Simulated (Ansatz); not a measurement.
Cr:

```
Cr
1.0
     2.71400    0.00000    0.00000
    -1.35700    2.35039    0.00000
     0.00000    0.00000    4.41000
Cr
2
Direct
  0.66667 0.33333 0.75000
  0.33333 0.66667 0.25000
```

This isn't the form of Cr at room conditions, which is bcc.

Below is the output of Ansatz 0.2.0 for this cell. Logs are shortened: lines on timing, memory, paths and dates and some standing lists are left out, and cuts for length are marked.

```text
Warning: RAYON_NUM_THREADS=2 ignored (pool sized by the plan → 2); use --threads N
LAPW: plane waves up to 8.171 Å⁻¹, error target 1.0e-3 eV per atom; small_component_spin mean_spin; Cr in spheres of 1.353 Å, 14 of its electrons in bands, Dirac shells [] (how accurate: hamiltonian.pseudopotentials.lapw.basis_error, Limitations)
Engine: ansatz 0.2.0, x86_64-unknown-linux-gnu
Pseudopotentials: kind: all_electron
Pseudopotential: Cr, LAPW, valence charge 14, lapw/all_electron/scalar/gaussian/Cr, Koelling and Harmon's equation, gaussian nucleus
Functional definition: SPW92
  exchange = slater_x
  correlation = pw_c
Crystal: 2 atoms, lattice volume = 28.131 Å³
Basis set: ecut = 254.40182186617815 eV, 263 PW (Γ), exchange–correlation at level 2
Bands: 21, of which v1, the nominal top of the filled ones, is band 14 counted from 1 (13 counted from 0)
Symmetry: 24 space group operations
Space group: P63/mmc (ITA 194), of the structure as read, at distance tolerance 3.0e-5 Å
Magnetic group: BNS 194.263 (UNI 1493), of the structure as read, at distance tolerance 3.0e-5 Å
k-points: 64 of 726
Non-local potential: Cr, projectors of the file, none
Initial density: superposition of atomic densities (chi_scale 0.1, normalization cell)
Starting moments: Σ|m| = 6 μB on 2 of 2 sites
Initial wavefunctions: plane waves of lowest kinetic energy (no species holds an atomic orbital)
Functional: x = slater, c = lda
iter 1 solved again at ethr=1.11e-3 eV; its pass at ethr=1.00e-1 eV (dr2=3.12e-1 eV) is discarded
SCF iter   1: F=—  HF=-57080.081277 eV  |F-HF|=—  |Δ(HF+E_count)|=         —  Δρ=8.64e-2 (↑8.64e-2 ↓6.99e-2)  dr2=3.14e-1  dr2_m=1.46e0  M=2.105 μB ∫|m|=2.105 μB  β_m=0.30  ethr=1.11e-3  ⟨swp⟩=2.5  Hψ=17961  notcnv=0
Mixer restart at iter 1: flushing history
preconditioner: auto → none  [metal: Δε(μ)=0.006 eV  Ē_g=5.367 eV  σ=0.050 eV  W_gap=0.03  n_scr=8 (ndim 8)  ℏωp=24.3 eV  f_vac=0.000  D(μ)=3.58/eV (n_scr^D=42)  sad-step TF]
SCF iter   2: F=—  HF=-57079.920968 eV  |F-HF|=—  |Δ(HF+E_count)|=   1.60e-1  Δρ=4.89e-2 (↑4.89e-2 ↓4.30e-2)  dr2=6.04e-2  dr2_m=5.24e-1  M=2.465 μB ∫|m|=2.465 μB  β_m=0.44  ethr=1.11e-3  ⟨swp⟩=3.0  Hψ=8896  notcnv=0
[... 9 lines left out ...]
SCF iter  10: F=-57080.641141 eV  HF=-57080.641141 eV  |F-HF|=1.24e-10  |Δ(HF+E_count)|=   1.46e-9  Δρ=1.27e-7 (↑1.27e-7 ↓1.24e-7)  dr2=8.74e-12  dr2_m=1.63e-12  M=1.102 μB ∫|m|=1.102 μB  ethr=1.00e-12  ⟨swp⟩=3.0  Hψ=8098  notcnv=0
SCF 1 converged in 10 iterations: F = -57080.641141 eV  dr2 = 8.74e-12
NSCF: frozen V_eff on 57 k-points
SCF converged after 10 iterations
Magnetization: 1.1016 μB (14.5508 up, 13.4492 down)
Absolute magnetization: 1.1017 μB (∫|ρ↑−ρ↓|)
Spin contamination: 0.0014 ħ² per cell (⟨S²⟩ above its minimum at these occupations)
Per-site moments (μB) at R_I (Å): [(0.5288131872358353, 1.3525245021155268), (0.5288131872358353, 1.3525245021155268)]
Free energy (F): -57080.641141 eV
Harris-Foulkes:  -57080.641141 eV  (|F-HF|=1.24e-10)
Internal energy: -57080.599762 eV  (E = F + TS)
E sigma→0 (E₀):  -57080.620451 eV
Entropy (-TS):   -0.041379 eV (-20.689 meV/atom)
Fermi energy:    15.304485 eV
--- Per-component energies (eV) ---
  E_band       = -384.002844
  E_kinetic    = 57697.101424
  E_xc         = -2539.662032
  E_electrostatic = -112238.039154  (all electrons and nuclei)
  E_smearing   = -0.041379  (= −TS)
  E_closure    = 0.000000  (closes the sum)
  E_atoms      = -57061.099246  (free atoms, spherical and without spin; not in F)
  Σ components = -57080.641141   (vs F -57080.641141, Δ=0.00e0)
  Basis errors (estimates in eV, not in F): energy 1.7e-4 per atom: plane waves 1.5e-4 (7.3e-5 summed), levels above the bands 8.1e-73, relativity 2.4e-9, radial functions 2.9e-5, core shells 5.9e-9; eigenvalues (radial functions only) 7.0e-7; not estimated: angular momenta, meshes, grids; target (lapw.basis_error) 1.0e-3; muffin-tin radii Cr 1.353 Å
--- Forces (eV/Å), atoms counted from 1 ---
  atom   1  Cr     0.00000000     0.00000000     0.00000000
  atom   2  Cr     0.00000000    -0.00000000     0.00000000
  max |Σ_I F_I| component: 9.25e-18 eV/Å
--- Stress (GPa, compression-positive) ---
      -40.442279       0.000000       0.000000
        0.000000     -40.442279       0.000000
        0.000000       0.000000     -33.947660
  P = ⅓ Tr σ = -38.2774 GPa (-382.774 kbar)
--- Band table (eV; the first three rows and the last of 128) ---
  k-point 0 ↑: bands = ["-55.7692", "-55.6763", "-27.6100", "-27.2300", "-27.2300", "-27.1613", "-27.1613", "-27.1054", "8.2708", "11.8387", "14.7983", "14.7983", "14.8151", "15.1711", "15.1711", "15.6268", "15.6268", "15.8374", "16.8829", "16.8829", "22.7230"]
  k-point 1 ↑: bands = ["-55.7630", "-55.6826", "-27.5770", "-27.2255", "-27.2255", "-27.1659", "-27.1659", "-27.1400", "8.5153", "11.7325", "14.7246", "14.7339", "14.7339", "15.0867", "15.0867", "15.2556", "15.8066", "15.8066", "16.8677", "16.8677", "23.8084"]
  k-point 2 ↑: bands = ["-55.7461", "-55.6996", "-27.4862", "-27.2339", "-27.2129", "-27.2129", "-27.1785", "-27.1785", "9.2129", "11.2208", "14.4771", "14.5030", "14.6790", "14.6790", "14.9021", "14.9021", "16.1741", "16.1741", "16.7710", "16.7710", "26.2497"]
  k-point 63 ↓: bands = ["-55.1602", "-55.1602", "-27.0707", "-27.0707", "-26.9467", "-26.9467", "-26.7373", "-26.7373", "13.3290", "13.3290", "13.9789", "13.9789", "14.5350", "14.5350", "16.0586", "16.0586", "17.4285", "17.4285", "21.4936", "21.4936", "23.8449"]
```

Q: What input gives this log?

A: Band structure with LDA, collinear spin, ferromagnetic start. The files as run (others can give the same):

input.yaml
```yaml
crystal:
  lattice:
    - [2.714, 0.0, 0.0]
    - [-1.357, 2.3503929459, 0.0]
    - [0.0, 0.0, 4.41]
  atoms:
    - { symbol: Cr, position: [0.6666666667, 0.3333333333, 0.75], spin: 3.0 }
    - { symbol: Cr, position: [0.3333333333, 0.6666666667, 0.25], spin: 3.0 }
kpoints:
  mp_grid: { grid: [11, 11, 6] }
  band_path:
    path:
      - [0.0, 0.0, 0.0]
      - [0.5, 0.0, 0.0]
      - [0.3333333333, 0.3333333333, 0.0]
      - [0.0, 0.0, 0.0]
      - [0.0, 0.0, 0.5]
      - [0.5, 0.0, 0.5]
      - [0.3333333333, 0.3333333333, 0.5]
      - [0.0, 0.0, 0.5]
    npoints: 8
scf:
  occupations: { method: fermi_dirac, width: 0.05 }
hamiltonian:
  xc: lda
  pseudopotentials: { kind: all_electron, lapw: { basis_error: 0.001 } }
magnetization:
  spin_polarized: true
output:
  forces: true
  stress: true
  eigenvalues: true
```

Potentials or basis: all-electron LAPW, scalar-relativistic.
Run with:
```console
$ ansatz run input.yaml --threads 2 --pin off --max-ram 6144MiB --backend cpu --events-out ev --progress --plain --runs-dir out
```

Caveat: a pressure of tens of GPa on the cell as given is suspect, and the run, the potentials or the cell itself is likely at fault.
